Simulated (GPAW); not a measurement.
# CuI (Marshite) (F-43m) in GPAW: further runs

One crystal, CuI (Marshite), is run at these levels: PBE+U, PBE; tasks: single point, relaxation of cell and atoms.

Everything below comes from runs of GPAW 26.7.0. Logs are shortened: lines on timing, memory, paths and dates and some standing lists are left out, and cuts for length are marked. The log counts tension as positive stress, the text compression.

## Step 1: The structure

Symmetry: F-43m, No. 216, cubic system. The conventional cell has a = 6.063 Å, b = 6.063 Å, c = 6.063 Å, α = 90.00°, β = 90.00°, γ = 90.00°. Around I (site symmetry -43m) lie 4 Cu at 2.63 Å. Cu (site symmetry -43m) has 4 I at 2.63 Å as nearest neighbours.

## Step 2: Single point, PBE+U

Contents of run.py:

```python
from ase.dft.bandgap import bandgap
from ase.io import read, write
from ase.units import GPa
from gpaw import GPAW, PW, setup_paths

setup_paths.insert(0, '.')

atoms = read('CuI.cif')

calc = GPAW(mode=PW(500),
            xc='PBE',
            kpts={'size': (6, 6, 6), 'gamma': True},
            occupations={'name': 'fermi-dirac', 'width': 0.05},
            setups={'Cu': 'jth:d,2.0', 'I': 'jth'},
            nbands=-10,
            convergence={'density': 1e-05, 'energy': 1e-05},
            maxiter=80,
            txt='gpaw.txt')
atoms.calc = calc
energy = atoms.get_potential_energy()
forces = atoms.get_forces()
stress = atoms.get_stress()
calc.write('gs.gpw')
write('result.traj', atoms)
print(f'Energy: {energy:.6f} eV')
print('Forces (eV/A):')
print(forces.round(4))
print('Stress (GPa):', (stress / GPa).round(3))
print('Fermi level:', round(calc.get_fermi_level(), 4), 'eV')
print(f'Gap: {bandgap(calc)[0]:.4f} eV, direct: {bandgap(calc, direct=True)[0]:.4f} eV')
```

Contents of CuI.cif:

```cif
data_CuI
_cell_length_a 4.28718841
_cell_length_b 4.28718841
_cell_length_c 4.28718841
_cell_angle_alpha 60.00000000
_cell_angle_beta 60.00000000
_cell_angle_gamma 60.00000000
_space_group_name_H-M_alt 'P1'
_space_group_name_Hall 'P 1'
_space_group_IT_number 1
loop_
_space_group_symop_operation_xyz
'x,y,z'
loop_
_atom_site_label
_atom_site_type_symbol
_atom_site_symmetry_multiplicity
_atom_site_Wyckoff_symbol
_atom_site_fract_x
_atom_site_fract_y
_atom_site_fract_z
_atom_site_occupancy
I1 I 1 a 0.0000000000 0.0000000000 0.0000000000 1
Cu1 Cu 1 a 0.7500000000 0.7500000000 0.7500000000 1
```

Potentials or basis: JTH PAW 2.0, PBE, pw.

Run with:

```sh
$ OMP_NUM_THREADS=1 python run.py
```

gpaw.txt:

```text
__  _  _
 | _ |_)|_||  |
 |__||  | ||/\| - 26.7.0

Input parameters:
  mode=PW(ecut=500.0),
  convergence={'density': 1e-05, 'energy': 1e-05},
  kpts=MonkhorstPack(size=(6, 6, 6), gamma=True),
  maxiter=80,
  nbands=-10,
  occupations=Occupations(name='fermi-dirac', width=0.05),
  setups={'Cu': 'jth:d,2.0', 'I': 'jth'},
  xc=XC(name='PBE')

Diagonalizing LCAO Hamiltonian
Converting LCAO to pw mode

                          Cu

       I

Atoms  # Å, Bohr magnetons
|   | symbol |        x |        y |        z |    initial magnetic moments |
|---|--------|----------|----------|----------|-----------------------------|
| 0 |      I | 0.000000 | 0.000000 | 0.000000 | ( 0.0000,  0.0000,  0.0000) |
| 1 |     Cu | 6.430783 | 3.712814 | 2.625356 | ( 0.0000,  0.0000,  0.0000) |

Unit cell  # Å
| periodic |        x |        y |        z |  lengths |    angles |
|----------|----------|----------|----------|----------|-----------|
|      yes | 4.287188 | 0.000000 | 0.000000 | 4.287188 | 60.000000 |
|      yes | 2.143594 | 3.712814 | 0.000000 | 4.287188 | 60.000000 |
|      yes | 2.143594 | 1.237605 | 3.500475 | 4.287188 | 60.000000 |

Number of symmetries: 24
Symmetry operations  # r_c * U_cc + t_c -> r_c
|    | kind |            matrix            |
|----|------|------------------------------|
|  0 |  E   |  1, 0, 0,  0, 1, 0,  0, 0, 1 |
|  1 |  σ   |  1, 0, 0,  0, 0, 1,  0, 1, 0 |
|  2 |  σ   |  1, 0,-1,  0, 1,-1,  0, 0,-1 |
|  3 |  C3  |  1, 0,-1,  0, 0,-1,  0, 1,-1 |
|  4 |  C3  |  1,-1, 0,  0,-1, 1,  0,-1, 0 |
|  5 |  σ   |  1,-1, 0,  0,-1, 0,  0,-1, 1 |
|  6 |  σ   |  0, 1, 0,  1, 0, 0,  0, 0, 1 |
|  7 |  C3  |  0, 1, 0,  0, 0, 1,  1, 0, 0 |
|  8 |  C2  |  0, 1,-1,  1, 0,-1,  0, 0,-1 |
|  9 |  S4  |  0, 1,-1,  0, 0,-1,  1, 0,-1 |
| 10 |  C3  |  0, 0, 1,  1, 0, 0,  0, 1, 0 |
| 11 |  σ   |  0, 0, 1,  0, 1, 0,  1, 0, 0 |
| 12 |  S4  |  0, 0,-1,  1, 0,-1,  0, 1,-1 |
| 13 |  C3  |  0, 0,-1,  0, 1,-1,  1, 0,-1 |
| 14 |  S4  |  0,-1, 1,  1,-1, 0,  0,-1, 0 |
| 15 |  C2  |  0,-1, 1,  0,-1, 0,  1,-1, 0 |
| 16 |  C3  |  0,-1, 0,  1,-1, 0,  0,-1, 1 |
| 17 |  S4  |  0,-1, 0,  0,-1, 1,  1,-1, 0 |
| 18 |  S4  | -1, 1, 0, -1, 0, 1, -1, 0, 0 |
| 19 |  C3  | -1, 1, 0, -1, 0, 0, -1, 0, 1 |
| 20 |  C3  | -1, 0, 1, -1, 1, 0, -1, 0, 0 |
| 21 |  S4  | -1, 0, 1, -1, 0, 0, -1, 1, 0 |
| 22 |  σ   | -1, 0, 0, -1, 1, 0, -1, 0, 1 |
| 23 |  C2  | -1, 0, 0, -1, 0, 1, -1, 1, 0 |

BZ-sampling:
  Number of BZ points: 216
  Number of IBZ points: 16

  Monkhorst-Pack size: [6, 6, 6]
  Monkhorst-Pack shift: [0.08333333333333333, 0.08333333333333333, 0.08333333333333333]

K-points  # in reciprocal-cell coordinates
|     |                                coordinates |     weight |
|-----|--------------------------------------------|------------|
|   0 | (  0.00000000,   0.00000000,   0.00000000) | 0.00462963 |
|   1 | (  0.16666667,   0.16666667,   0.00000000) | 0.02777778 |
|   2 | (  0.16666667,   0.16666667,   0.16666667) | 0.03703704 |
|   3 | (  0.33333333,   0.16666667,   0.16666667) | 0.05555556 |
|   4 | (  0.33333333,   0.33333333,  -0.33333333) | 0.05555556 |
|   5 | (  0.33333333,   0.33333333,   0.00000000) | 0.02777778 |
|   6 | (  0.33333333,   0.33333333,   0.16666667) | 0.11111111 |
|   7 | (  0.33333333,   0.33333333,   0.33333333) | 0.03703704 |
|   8 | (  0.50000000,   0.33333333,  -0.33333333) | 0.11111111 |
|   9 | (  0.50000000,   0.33333333,  -0.16666667) | 0.05555556 |
| ... |                                            |            |
|  15 | (  0.50000000,   0.50000000,   0.50000000) | 0.01851852 |

Plane wave coefficients: 1428
Cutoff: 500.0 eV

Spin-components: 1 (collinear spins)
Bands:           23
Projectors:      10
Spin-degeneracy: 2
Datatype:        complex128

Density:
  Valence electrons: 26.0
  Components: 1
  Grid points: [24 24 24]
  Charge: 0.0  # |e|

Potential:
  Grid points: [24 24 24]

species:
  I:
    name:    Iodine
    Z:       53.0
    valence: 7
    core:    46
    charge:  0.0  # [|e|]
    compensation charges:
      type: sinc
      rc: 1.12  # [Å]
      lmax: 2
    cutoffs:
      filter: 1.22  # [Å]
      core: 2.96  # [Å]
    projectors
    | kind |    occ | energy [eV] | rcut [Å] |
    |------|--------|-------------|----------|
    |   5s |  2.000 |     -17.407 |    1.217 |
    |    s |        |      40.817 |    1.217 |
    |   5p |  5.000 |      -7.086 |    1.217 |
    |    p |        |      47.620 |    1.217 |

    Using partial waves for I as LCAO basis

  Cu:
    name:    Copper
    Z:       29.0
    valence: 19
    core:    10
    charge:  0.0  # [|e|]
    Hubbard: {U: 2.0,  # eV
              l: 2,
              scale: True}
    compensation charges:
      type: sinc
      rc: 0.96  # [Å]
      lmax: 2
    cutoffs:
      filter: 1.06  # [Å]
      core: 0.72  # [Å]
    projectors
    | kind |    occ | energy [eV] | rcut [Å] |
    |------|--------|-------------|----------|
    |   3s |  2.000 |    -114.704 |    1.006 |
    |   4s |  1.000 |      -4.610 |    1.006 |
    |   3p |  6.000 |     -72.144 |    0.956 |
    |    p |        |      40.817 |    0.956 |
    |   3d | 10.000 |      -5.039 |    1.059 |
    |    d |        |      20.409 |    1.059 |

    Using partial waves for Cu as LCAO basis

Reference energy: -238677.764171  # eV

eigensolver:
  PPCG
  Converge bands: occupied
  niter=2

density mixing:
  MSR1-Mixer
  Pratt-step length: 0.05
  Maximum mixing coefficient: 0.75
  Old densities: 10
  SVD Regularization: 0.005
  Good broyden scale: 1.0
  Trust region scale: 1.0
  Backstep threshold: 4.0
  History deletion threshold: 6.0
  Fourier metric: weight=20.0, sigma=0.015

occupation numbers:
  Fermi-Dirac:
    width: 0.0500  # eV

poisson solver:
  ecut: 4000.0  # eV

xc functional:
  name: PBE with 2 nearest neighbor stencil

convergence criteria:
- Maximum integral of absolute [dens]ity change: 1e-05 electrons / valence electron
- Maximum [total energy] change in last 3 cyles: 1e-05 eV / valence electron
- Maximum integral of absolute [eigenst]ate change: 4e-08 eV^2 / valence electron
maximum number of iterations: 80

SCF iterations
|iter     | |      energy | eigst |  dens |
|---------|-|-------------|-------|-------|
|iter:   1| |   -5.250055 | -0.27 |       |
|iter:   2| |   -5.235288 | -2.55 | -1.63 |
|iter:   3| |   -5.200113 | -2.54 | -1.67 |
|iter:   4| |   -5.200587 | -3.65 | -2.04 |
|iter:   5| |   -5.198149 | -3.52 | -2.39 |
|iter:   6| |   -5.198184 | -5.54 | -3.19 |
|iter:   7| |   -5.198200c| -6.44 | -3.47 |
|iter:   8| |   -5.198200c| -7.82c| -4.41 |
|iter:   9| |   -5.198200c| -7.97c| -5.02c|

Converged in 9 steps
Energy contributions relative to reference atoms: (reference = -238677.764171)

Energy contributions:
  Kinetic:           9.707116
  Coulomb:          -9.492287
  Zero:              0.360304
  External:          0.000000
  Xc:               -5.773332
  Entropy:          -0.000000
  Spinorbit:         0.000000
  ----------------------------
  Free energy:      -5.198200
  Extrapolated:     -5.198200

dipole moment: (-41.657888, -24.051193, -17.006761)  # |e|*Ang

Fermi level: 4.038
Eigenvalues  # (at kpt = [0.000, 0.000, 0.000])
| band index |      eig [eV] | occ [0-2] |
|------------|---------------|-----------|
|          0 |      -107.278 |     2.000 |
|        ... |               |           |
|          5 |        -0.317 |     2.000 |
|          6 |        -0.317 |     2.000 |
|          7 |        -0.317 |     2.000 |
|          8 |         1.267 |     2.000 |
|          9 |         1.267 |     2.000 |
|         10 |         3.284 |     2.000 |
[... 8 lines left out ...]
|         19 |        13.343 |     0.000 |
|         20 |        14.793 |     0.000 |
|        ... |               |           |
|         22 |        14.793 |     0.000 |

Gap: 1.448 eV
Transition (v -> c):
  (s=0, k=0, n=12, [0.00, 0.00, 0.00]) -> (s=0, k=0, n=13, [0.00, 0.00, 0.00])
No difference between direct/indirect transitions

Forces  # eV/Ang
|       x |        y |        z |
|---------|----------|----------|
| 0.00000 | -0.00000 | -0.00000 |  # I    0
| 0.00000 |  0.00000 |  0.00000 |  # Cu   1

Stress tensor  # eV/Ang^3
|         x |         y |         z |
|-----------|-----------|-----------|
|  0.002005 |  0.000000 | -0.000000 |
|  0.000000 |  0.002005 |  0.000000 |
| -0.000000 | -0.000000 |  0.002005 |

# Writing to gs.gpw (mode='')
```

Wall time 10 s (1 thread of Arm Neoverse V2, shared host); peak memory 0.15 GiB.

What came out:

- Free energy: -5.1982 eV
- Pressure: -0.3 GPa
- Band gap on the k mesh: 1.45 eV, direct

Levels at points of the mesh, in eV from the valence-band top:
| k point | band 11 | band 12 | band 13 | band 14 | band 15 | band 16 |
| --- | --- | --- | --- | --- | --- | --- |
| (0.00, 0.00, 0.00) | 0.00 | 0.00 | 0.00 | 1.45 | 5.21 | 5.21 |
| (0.50, 0.50, 0.00) | -1.91 | -1.60 | -1.60 | 2.93 | 3.15 | 9.49 |
| (0.50, 0.50, 0.50) | -1.93 | -0.72 | -0.72 | 2.44 | 5.71 | 5.71 |

Caveat: the cutoff is short for stress and forces, so pressures can be off by a GPa or more; the program truncates these outside data sets; spin-orbit coupling is left out, which moves the levels of the heavy elements.

## Step 3: Single point, PBE

Contents of run.py:

```python
from ase import Atoms
from ase.dft.bandgap import bandgap
from ase.io import write
from ase.units import GPa
from gpaw import GPAW, PW

atoms = Atoms(['I', 'Cu'],
              cell=[[0.0, 3.0315, 3.0315],
                    [3.0315, 0.0, 3.0315],
                    [3.0315, 3.0315, 0.0]],
              scaled_positions=[[0.0, 0.0, 0.0],
                                [0.75, 0.75, 0.75]],
              pbc=True)

calc = GPAW(mode=PW(600),
            xc='PBE',
            kpts={'size': (8, 8, 8), 'gamma': True},
            occupations={'name': 'methfessel-paxton', 'order': 0, 'width': 0.011},
            nbands=19,
            convergence={'density': 1e-05, 'energy': 1e-05},
            maxiter=150,
            txt='gpaw.txt')
atoms.calc = calc
energy = atoms.get_potential_energy()
forces = atoms.get_forces()
stress = atoms.get_stress()
calc.write('gs.gpw')
write('result.traj', atoms)
print(f'Energy: {energy:.6f} eV')
print('Forces (eV/A):')
print(forces.round(4))
print('Stress (GPa):', (stress / GPa).round(3))
print('Fermi level:', round(calc.get_fermi_level(), 4), 'eV')
print(f'Gap: {bandgap(calc)[0]:.4f} eV, direct: {bandgap(calc, direct=True)[0]:.4f} eV')
```

Potentials or basis: GPAW PAW data sets (gpaw-data 1.2.1), pw.

Run with:

```sh
$ OMP_NUM_THREADS=1 python run.py
```

gpaw.txt:

```text
__  _  _
 | _ |_)|_||  |
 |__||  | ||/\| - 26.7.0

Input parameters:
  mode=PW(ecut=600.0),
  convergence={'density': 1e-05, 'energy': 1e-05},
  kpts=MonkhorstPack(size=(8, 8, 8), gamma=True),
  maxiter=150,
  nbands=19,
  occupations=Occupations(name='methfessel-paxton', order=0, width=0.011),
  xc=XC(name='PBE')

Diagonalizing LCAO Hamiltonian
Converting LCAO to pw mode

                     Cu

       I

Atoms  # Å, Bohr magnetons
|   | symbol |        x |        y |        z |    initial magnetic moments |
|---|--------|----------|----------|----------|-----------------------------|
| 0 |      I | 0.000000 | 0.000000 | 0.000000 | ( 0.0000,  0.0000,  0.0000) |
| 1 |     Cu | 4.547250 | 4.547250 | 4.547250 | ( 0.0000,  0.0000,  0.0000) |

Unit cell  # Å
| periodic |        x |        y |        z |  lengths |    angles |
|----------|----------|----------|----------|----------|-----------|
|      yes | 0.000000 | 3.031500 | 3.031500 | 4.287188 | 60.000000 |
|      yes | 3.031500 | 0.000000 | 3.031500 | 4.287188 | 60.000000 |
|      yes | 3.031500 | 3.031500 | 0.000000 | 4.287188 | 60.000000 |

Number of symmetries: 24
Symmetry operations  # r_c * U_cc + t_c -> r_c
|    | kind |            matrix            |
|----|------|------------------------------|
|  0 |  E   |  1, 0, 0,  0, 1, 0,  0, 0, 1 |
|  1 |  σ   |  1, 0, 0,  0, 0, 1,  0, 1, 0 |
|  2 |  σ   |  1, 0,-1,  0, 1,-1,  0, 0,-1 |
|  3 |  C3  |  1, 0,-1,  0, 0,-1,  0, 1,-1 |
|  4 |  C3  |  1,-1, 0,  0,-1, 1,  0,-1, 0 |
|  5 |  σ   |  1,-1, 0,  0,-1, 0,  0,-1, 1 |
|  6 |  σ   |  0, 1, 0,  1, 0, 0,  0, 0, 1 |
|  7 |  C3  |  0, 1, 0,  0, 0, 1,  1, 0, 0 |
|  8 |  C2  |  0, 1,-1,  1, 0,-1,  0, 0,-1 |
|  9 |  S4  |  0, 1,-1,  0, 0,-1,  1, 0,-1 |
| 10 |  C3  |  0, 0, 1,  1, 0, 0,  0, 1, 0 |
| 11 |  σ   |  0, 0, 1,  0, 1, 0,  1, 0, 0 |
| 12 |  S4  |  0, 0,-1,  1, 0,-1,  0, 1,-1 |
| 13 |  C3  |  0, 0,-1,  0, 1,-1,  1, 0,-1 |
| 14 |  S4  |  0,-1, 1,  1,-1, 0,  0,-1, 0 |
| 15 |  C2  |  0,-1, 1,  0,-1, 0,  1,-1, 0 |
| 16 |  C3  |  0,-1, 0,  1,-1, 0,  0,-1, 1 |
| 17 |  S4  |  0,-1, 0,  0,-1, 1,  1,-1, 0 |
| 18 |  S4  | -1, 1, 0, -1, 0, 1, -1, 0, 0 |
| 19 |  C3  | -1, 1, 0, -1, 0, 0, -1, 0, 1 |
| 20 |  C3  | -1, 0, 1, -1, 1, 0, -1, 0, 0 |
| 21 |  S4  | -1, 0, 1, -1, 0, 0, -1, 1, 0 |
| 22 |  σ   | -1, 0, 0, -1, 1, 0, -1, 0, 1 |
| 23 |  C2  | -1, 0, 0, -1, 0, 1, -1, 1, 0 |

BZ-sampling:
  Number of BZ points: 512
  Number of IBZ points: 29

  Monkhorst-Pack size: [8, 8, 8]
[... 79 lines left out ...]
    projectors
    | kind |    occ | energy [eV] | rcut [Å] |
    |------|--------|-------------|----------|
    |   4s |  1.000 |      -4.609 |    1.164 |
    |   4p |  0.000 |      -0.698 |    1.164 |
    |   3d | 10.000 |      -5.039 |    1.058 |
    |    s |        |      22.603 |    1.164 |
    |    p |        |      26.513 |    1.164 |
    |    d |        |      22.172 |    1.058 |

    Using partial waves for Cu as LCAO basis

Reference energy: -238562.247507  # eV

eigensolver:
  PPCG
  Converge bands: occupied
  niter=2

density mixing:
  MSR1-Mixer
  Pratt-step length: 0.05
  Maximum mixing coefficient: 0.75
  Old densities: 10
  SVD Regularization: 0.005
  Good broyden scale: 1.0
  Trust region scale: 1.0
  Backstep threshold: 4.0
  History deletion threshold: 6.0
  Fourier metric: weight=20.0, sigma=0.015

occupation numbers:
  Methfessel-Paxton:
    width: 0.0110  # eV
    order: 0

poisson solver:
  ecut: 4800.0  # eV

xc functional:
  name: PBE with 2 nearest neighbor stencil

convergence criteria:
- Maximum integral of absolute [dens]ity change: 1e-05 electrons / valence electron
- Maximum [total energy] change in last 3 cyles: 1e-05 eV / valence electron
- Maximum integral of absolute [eigenst]ate change: 4e-08 eV^2 / valence electron
maximum number of iterations: 150

SCF iterations
|iter     | |      energy | eigst |  dens |
|---------|-|-------------|-------|-------|
|iter:   1| |   -5.661565 | +0.00 |       |
|iter:   2| |   -5.567902 | -2.33 | -1.30 |
|iter:   3| |   -5.455990 | -1.98 | -1.38 |
|iter:   4| |   -5.453534 | -3.94 | -1.71 |
|iter:   5| |   -5.452031 | -3.73 | -1.89 |
|iter:   6| |   -5.452058 | -5.51 | -3.07 |
|iter:   7| |   -5.452074c| -5.97 | -3.33 |
|iter:   8| |   -5.452074c| -7.77c| -4.17 |
|iter:   9| |   -5.452074c| -7.63c| -4.72 |
|iter:  10| |   -5.452074c| -8.37c| -5.43c|

Converged in 10 steps
Energy contributions relative to reference atoms: (reference = -238562.247507)

Energy contributions:
  Kinetic:           1.672771
  Coulomb:          -2.293062
  Zero:             -0.004368
  External:          0.000000
  Xc:               -4.827416
  Entropy:          -0.000000
  Spinorbit:         0.000000
  ----------------------------
  Free energy:      -5.452074
  Extrapolated:     -5.452074

dipole moment: (-27.539662, -27.539662, -27.539662)  # |e|*Ang

Fermi level: 5.434
Eigenvalues  # (at kpt = [0.000, 0.000, 0.000])
| band index |      eig [eV] | occ [0-2] |
|------------|---------------|-----------|
|          0 |        -9.553 |     2.000 |
|          1 |         0.822 |     2.000 |
|          2 |         0.822 |     2.000 |
|          3 |         0.822 |     2.000 |
|          4 |         2.632 |     2.000 |
|          5 |         2.632 |     2.000 |
[... 9 lines left out ...]
|         15 |        14.171 |     0.000 |
|         16 |        15.576 |     0.000 |
|        ... |               |           |
|         18 |        15.576 |     0.000 |

Gap: 1.138 eV
Transition (v -> c):
  (s=0, k=0, n=8, [0.00, 0.00, 0.00]) -> (s=0, k=0, n=9, [0.00, 0.00, 0.00])
No difference between direct/indirect transitions

Forces  # eV/Ang
|       x |        y |        z |
|---------|----------|----------|
| 0.00000 | -0.00000 | -0.00000 |  # I    0
| 0.00000 |  0.00000 |  0.00000 |  # Cu   1

Stress tensor  # eV/Ang^3
|         x |         y |         z |
|-----------|-----------|-----------|
| -0.005580 | -0.000000 | -0.000000 |
| -0.000000 | -0.005580 |  0.000000 |
| -0.000000 |  0.000000 | -0.005580 |

# Writing to gs.gpw (mode='')
```

Wall time 12 s (1 thread of Intel Xeon Platinum 8375C at 2.90GHz (Ice Lake), shared host); peak memory 0.16 GiB.

Results:

| Item | Value |
| --- | --- |
| Free energy | -5.4521 eV |
| Pressure | 0.9 GPa |
| Band gap on the k mesh | 1.14 eV, direct |

Levels at points of the mesh, in eV from the valence-band top:
```csv
k point,band 6,band 7,band 8,band 9,band 10,band 11,band 12,band 13
"(0.00, 0.00, 0.00)",-1.84,0.00,0.00,0.00,1.14,4.89,4.89,4.89
"(0.50, 0.50, 0.00)",-1.79,-1.74,-1.48,-1.48,2.72,2.90,9.19,9.86
"(0.50, 0.50, 0.50)",-1.81,-1.76,-0.71,-0.71,2.15,5.43,5.43,7.44
```

Caveat: with this Cu data set, volumes or pressures lay over 1.5 % or 2 GPa off other programs in two to four cells of ten; spin-orbit coupling is left out, which moves the levels of the heavy elements. As with any semilocal functional, this PBE gap is likely too small.

(Continued in part 2 of 2.)
